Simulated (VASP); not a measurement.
A run of VASP 6.6.1:

File INCAR:

```
ALGO     = Normal         # electronic algorithm
EDIFF    = 1E-8           # SCF threshold, eV
ENCUT    = 520            # plane-wave cutoff, eV
GGA      = PE             # functional
ISIF     = 2              # what is computed and relaxed
ISMEAR   = 0              # smearing method
LASPH    = T              # aspherical terms in the spheres
LCHARG   = F              # write CHGCAR
LEFG     = T            
LREAL    = F              # projectors in reciprocal space
LWAVE    = F              # write WAVECAR
NBANDS   = 14             # bands
NELM     = 80             # most SCF steps
PREC     = Accurate       # precision mode
SIGMA    = 0.005          # smearing width, eV
```

File KPOINTS:

```
k-points
0
Gamma
  10 10 10
```

File POSCAR:

```
NaCl
1.0
    2.8600000000      0.0000000000      0.0000000000
    0.0000000000      2.8600000000      0.0000000000
    0.0000000000      0.0000000000      2.8600000000
Na Cl
1 1
Direct
    0.0000000000      0.0000000000      0.0000000000
    0.5000000000      0.5000000000      0.5000000000
```

Potentials or basis: VASP PAW PBE potentials, release 64 (Na_pv, Cl).

The run is started by

```console
$ cat potpaw_PBE.64/Na_pv/POTCAR potpaw_PBE.64/Cl/POTCAR > POTCAR
$ mpirun -np 1 vasp_std > vasp.out
```

Hardware: 1 thread of AMD EPYC 7R43 64-Core Processor (Zen 3), with other jobs on the host.

Question: How long does it take, and how much memory?

Answer: Wall time 19 s on 1 thread of AMD EPYC 7R43 64-Core Processor (Zen 3), on a shared host, peak memory 0.1 GiB. Counts: scf iterations 15, k points 56.
